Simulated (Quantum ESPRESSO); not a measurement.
# Si2Ni (I4/mmm) in Quantum ESPRESSO: single point with PBE

Aim: the single point of Si2Ni with PBE.

All numbers are computed with Quantum ESPRESSO 7.5; they aren't measurements. Logs are shortened: lines on timing, memory, paths and dates and some standing lists are left out, and cuts for length are marked.

### Step 1. The crystal as given

It takes space group I4/mmm (No. 139, tetragonal). Conventional cell: a = 3.884 Å, b = 3.884 Å, c = 5.384 Å, α = 90.00°, β = 90.00°, γ = 90.00°. Around Ni (site symmetry 4/mmm) lie 8 Si at 2.36 Å. Around Si (site symmetry -4m2) lie 4 Ni at 2.36 Å and 2 Si at 2.69 Å.

The cell was built by a generator and needn't be a form met in nature.

### Step 2. Single point, PBE

Contents of pw.in:

```
&CONTROL
  calculation = 'scf'
  prefix = 'pwscf'
  outdir = './tmp'
  pseudo_dir = './pseudo'
  tprnfor = .true.
  tstress = .true.
  disk_io = 'nowf'
/
&SYSTEM
  ibrav = 0
  nat = 3
  ntyp = 2
  ecutwfc = 55
  ecutrho = 440
  nbnd = 20
  occupations = 'smearing'
  smearing = 'mp'
  degauss = 0.00734986
/
&ELECTRONS
  conv_thr = 6d-10
  electron_maxstep = 120
  mixing_beta = 0.5
/
ATOMIC_SPECIES
Ni    58.6934 ni_pbe_v1.4.uspp.F.UPF
Si    28.0850 Si.pbe-n-rrkjus_psl.1.0.0.UPF
CELL_PARAMETERS angstrom
   0.0000000000    2.7461506920    2.6921988120
   2.7461506920    0.0000000000    2.6921988120
   2.7461506920    2.7461506920    0.0000000000
ATOMIC_POSITIONS crystal
Ni     0.0000000000    0.0000000000    0.0000000000
Si     0.2500000000    0.2500000000    0.2500000000
Si     0.7500000000    0.7500000000    0.7500000000
K_POINTS automatic
16 16 16 0 0 0
```

Potentials or basis: SSSP 1.3 efficiency PBE.

The run is started by

```console
$ OMP_NUM_THREADS=1 pw.x -in pw.in > pw.out
```

pw.out:

```text
This program is part of the open-source Quantum ESPRESSO suite
     for quantum simulation of materials; please cite
[... 9 lines left out ...]
     --------------------
     sticks:   dense  smooth     PW     G-vecs:    dense   smooth      PW
     Sum        1621     809    253                42789    15057    2629

     Using Slab Decomposition

     bravais-lattice index     =            0
     lattice parameter (alat)  =       7.2673  a.u.
     unit-cell volume          =     274.0201 (a.u.)^3
     number of atoms/cell      =            3
     number of atomic types    =            2
     number of electrons       =        26.00
     number of Kohn-Sham states=           20
     kinetic-energy cutoff     =      55.0000  Ry
     charge density cutoff     =     440.0000  Ry
     scf convergence threshold =      6.0E-10
     mixing beta               =       0.5000
     number of iterations used =            8  plain     mixing
     Exchange-correlation= PBE
                           (   1   4   3   4   0   0   0)

     celldm(1)=   7.267288  celldm(2)=   0.000000  celldm(3)=   0.000000
     celldm(4)=   0.000000  celldm(5)=   0.000000  celldm(6)=   0.000000

     crystal axes: (cart. coord. in units of alat)
               a(1) = (   0.000000   0.714087   0.700057 )
               a(2) = (   0.714087   0.000000   0.700057 )
               a(3) = (   0.714087   0.714087   0.000000 )

     reciprocal axes: (cart. coord. in units 2 pi/alat)
               b(1) = ( -0.700195  0.700195  0.714227 )
               b(2) = (  0.700195 -0.700195  0.714227 )
               b(3) = (  0.700195  0.700195 -0.714227 )

     PseudoPot. # 1 for Ni read from file:
     ni_pbe_v1.4.uspp.F.UPF
     Pseudo is Ultrasoft + core correction, Zval = 18.0
     Generated by new atomic code, or converted to UPF format
     Using radial grid of  865 points,  6 beta functions with:
                l(1) =   0
                l(2) =   0
                l(3) =   1
                l(4) =   1
                l(5) =   2
                l(6) =   2
     Q(r) pseudized with 10 coefficients,  rinner =    0.980   0.980   0.980
                                                       0.980   0.980

     PseudoPot. # 2 for Si read from file:
     Si.pbe-n-rrkjus_psl.1.0.0.UPF
     Pseudo is Ultrasoft + core correction, Zval =  4.0
     Generated using "atomic" code by A. Dal Corso  v.5.1
     Using radial grid of 1141 points,  6 beta functions with:
                l(1) =   0
                l(2) =   0
                l(3) =   1
                l(4) =   1
                l(5) =   2
                l(6) =   2
     Q(r) pseudized with 0 coefficients

     atomic species   valence    mass     pseudopotential
     Ni               18.00    58.69340     Ni( 1.00)
     Si                4.00    28.08500     Si( 1.00)

     16 Sym. Ops., with inversion, found

   Cartesian axes

     site n.     atom                  positions (alat units)
         1        Ni     tau(   1) = (   0.0000000   0.0000000   0.0000000  )
         2        Si     tau(   2) = (   0.3570433   0.3570433   0.3500287  )
         3        Si     tau(   3) = (   1.0711299   1.0711299   1.0500861  )

     number of k points=   349  Methfessel-Paxton smearing, width (Ry)=  0.0073

     Number of k-points >= 100: set verbosity='high' to print them.

     Dense  grid:    42789 G-vectors     FFT dimensions: (  50,  50,  50)

     Smooth grid:    15057 G-vectors     FFT dimensions: (  36,  36,  36)

     Check: negative core charge=   -0.000004

     Initial potential from superposition of free atoms

     starting charge      23.9989, renormalised to      26.0000
     Starting wfcs are   21 randomized atomic wfcs

     Self-consistent Calculation

     iteration #  1     ecut=    55.00 Ry     beta= 0.50
     Davidson diagonalization with overlap
     ethr =  1.00E-02,  avg # of iterations =  7.0

     total energy              =    -337.41353238 Ry
     estimated scf accuracy    <      52.00563886 Ry

     iteration #  2     ecut=    55.00 Ry     beta= 0.50
     Davidson diagonalization with overlap
     ethr =  1.00E-02,  avg # of iterations =  3.0

     total energy              =    -365.47323468 Ry
     estimated scf accuracy    <      56.17464323 Ry

     iteration #  3     ecut=    55.00 Ry     beta= 0.50
     Davidson diagonalization with overlap
     ethr =  1.00E-02,  avg # of iterations =  2.2

     total energy              =    -365.67039849 Ry
     estimated scf accuracy    <      10.92759641 Ry

     iteration #  4     ecut=    55.00 Ry     beta= 0.50
     Davidson diagonalization with overlap
     ethr =  1.00E-02,  avg # of iterations =  2.2

     total energy              =    -366.52840032 Ry
     estimated scf accuracy    <       1.34871982 Ry

     iteration #  5     ecut=    55.00 Ry     beta= 0.50
     Davidson diagonalization with overlap
     ethr =  5.19E-03,  avg # of iterations =  1.4

     total energy              =    -365.73537000 Ry
     estimated scf accuracy    <       1.40337837 Ry

     iteration #  6     ecut=    55.00 Ry     beta= 0.50
     Davidson diagonalization with overlap
     ethr =  5.19E-03,  avg # of iterations =  2.2

     total energy              =    -366.45297761 Ry
     estimated scf accuracy    <       4.03396382 Ry

     iteration #  7     ecut=    55.00 Ry     beta= 0.50
     Davidson diagonalization with overlap
     ethr =  5.19E-03,  avg # of iterations =  1.0

     total energy              =    -366.12465533 Ry
     estimated scf accuracy    <       3.04108509 Ry

     iteration #  8     ecut=    55.00 Ry     beta= 0.50
     Davidson diagonalization with overlap
     ethr =  5.19E-03,  avg # of iterations =  1.2

     total energy              =    -366.25172109 Ry
     estimated scf accuracy    <       0.38662471 Ry

     iteration #  9     ecut=    55.00 Ry     beta= 0.50
     Davidson diagonalization with overlap
     ethr =  1.49E-03,  avg # of iterations =  1.3

     total energy              =    -366.10101613 Ry
     estimated scf accuracy    <       0.68443884 Ry

     iteration # 10     ecut=    55.00 Ry     beta= 0.50
     Davidson diagonalization with overlap
     ethr =  1.49E-03,  avg # of iterations =  2.0

     total energy              =    -366.19224252 Ry
     estimated scf accuracy    <       0.03630455 Ry

     iteration # 11     ecut=    55.00 Ry     beta= 0.50
     Davidson diagonalization with overlap
     ethr =  1.40E-04,  avg # of iterations =  2.6

     total energy              =    -366.19634913 Ry
     estimated scf accuracy    <       0.00418554 Ry

     iteration # 12     ecut=    55.00 Ry     beta= 0.50
     Davidson diagonalization with overlap
     ethr =  1.61E-05,  avg # of iterations =  3.6

     total energy              =    -366.19061607 Ry
     estimated scf accuracy    <       0.02854027 Ry

     iteration # 13     ecut=    55.00 Ry     beta= 0.50
     Davidson diagonalization with overlap
     ethr =  1.61E-05,  avg # of iterations =  2.2

     total energy              =    -366.19407777 Ry
     estimated scf accuracy    <       0.00154255 Ry

     iteration # 14     ecut=    55.00 Ry     beta= 0.50
     Davidson diagonalization with overlap
     ethr =  5.93E-06,  avg # of iterations =  2.1

     total energy              =    -366.19436087 Ry
     estimated scf accuracy    <       0.00123072 Ry

     iteration # 15     ecut=    55.00 Ry     beta= 0.50
     Davidson diagonalization with overlap
     ethr =  4.73E-06,  avg # of iterations =  1.0

     total energy              =    -366.19442211 Ry
     estimated scf accuracy    <       0.00006959 Ry

     iteration # 16     ecut=    55.00 Ry     beta= 0.50
     Davidson diagonalization with overlap
     ethr =  2.68E-07,  avg # of iterations =  1.4

     total energy              =    -366.19442424 Ry
     estimated scf accuracy    <       0.00001235 Ry

     iteration # 17     ecut=    55.00 Ry     beta= 0.50
     Davidson diagonalization with overlap
     ethr =  4.75E-08,  avg # of iterations =  1.6

     total energy              =    -366.19442450 Ry
     estimated scf accuracy    <       0.00000204 Ry

     iteration # 18     ecut=    55.00 Ry     beta= 0.50
     Davidson diagonalization with overlap
     ethr =  7.86E-09,  avg # of iterations =  2.0

     total energy              =    -366.19442466 Ry
     estimated scf accuracy    <       0.00000011 Ry

     iteration # 19     ecut=    55.00 Ry     beta= 0.50
     Davidson diagonalization with overlap
     ethr =  4.06E-10,  avg # of iterations =  3.4

     total energy              =    -366.19442469 Ry
     estimated scf accuracy    <       0.00000002 Ry

     iteration # 20     ecut=    55.00 Ry     beta= 0.50
     Davidson diagonalization with overlap
     ethr =  9.01E-11,  avg # of iterations =  1.2

     total energy              =    -366.19442469 Ry
     estimated scf accuracy    <          3.9E-09 Ry

     iteration # 21     ecut=    55.00 Ry     beta= 0.50
     Davidson diagonalization with overlap
     ethr =  1.52E-11,  avg # of iterations =  1.5

     total energy              =    -366.19442469 Ry
     estimated scf accuracy    <          6.9E-10 Ry

     iteration # 22     ecut=    55.00 Ry     beta= 0.50
     Davidson diagonalization with overlap
     ethr =  2.67E-12,  avg # of iterations =  2.0

     End of self-consistent calculation

     Number of k-points >= 100: set verbosity='high' to print the bands.

     the Fermi energy is    12.6784 ev

!    total energy              =    -366.19442469 Ry
     estimated scf accuracy    <          4.1E-10 Ry
     smearing contrib. (-TS)   =       0.00000276 Ry
     internal energy E=F+TS    =    -366.19442745 Ry

     The total energy is F=E-TS. E is the sum of the following terms:
     one-electron contribution =    -293.46331849 Ry
     hartree contribution      =     159.39165441 Ry
     xc contribution           =     -48.02854282 Ry
     ewald contribution        =    -184.09422054 Ry

     convergence has been achieved in  22 iterations

     Forces acting on atoms (cartesian axes, Ry/au):

     atom    1 type  1   force =     0.00000000    0.00000000    0.00000000
     atom    2 type  2   force =     0.00000000   -0.00000000    0.00000000
     atom    3 type  2   force =    -0.00000000    0.00000000    0.00000000

     Total force =     0.000000     Total SCF correction =     0.000000

     Computing stress (Cartesian axis) and pressure

          total   stress  (Ry/bohr**3)                   (kbar)     P=       -6.30
  -0.00006139  -0.00000000  -0.00000000           -9.03       -0.00       -0.00
   0.00000000  -0.00006139  -0.00000000            0.00       -9.03       -0.00
   0.00000000   0.00000000  -0.00000560            0.00        0.00       -0.82

=------------------------------------------------------------------------------=
   JOB DONE.
=------------------------------------------------------------------------------=
```

Wall time 15 min (1 thread of AMD EPYC, shared host); peak memory 0.39 GiB.

Results:

| Property | Result |
| --- | --- |
| Free energy | -4982.3290 eV |
| Pressure | -0.6 GPa |
| Band gap on the k mesh | none (metal or under the smearing width) |

Stress tensor (GPa, compression positive):
```
-0.90  0.00  0.00
 0.00 -0.90  0.00
 0.00  0.00 -0.08
```

Levels at points of the mesh, in eV from the Fermi level:
```csv
k point,band 11,band 12,band 13,band 14,band 15,band 16
"(0.00, 0.00, 0.00)",-0.50,1.54,1.79,1.79,2.26,2.26
"(0.00, 0.00, -0.50)",-3.15,-1.44,-1.31,1.76,1.80,1.82
"(0.00, -0.50, -0.50)",-3.39,-3.30,-2.94,-0.37,1.52,7.71
"(-0.50, -0.50, 0.00)",-3.42,-3.24,-2.95,-0.49,1.41,7.77
```

Spin polarisation is off, so any magnetic state and its effect on volume and gap are missing.
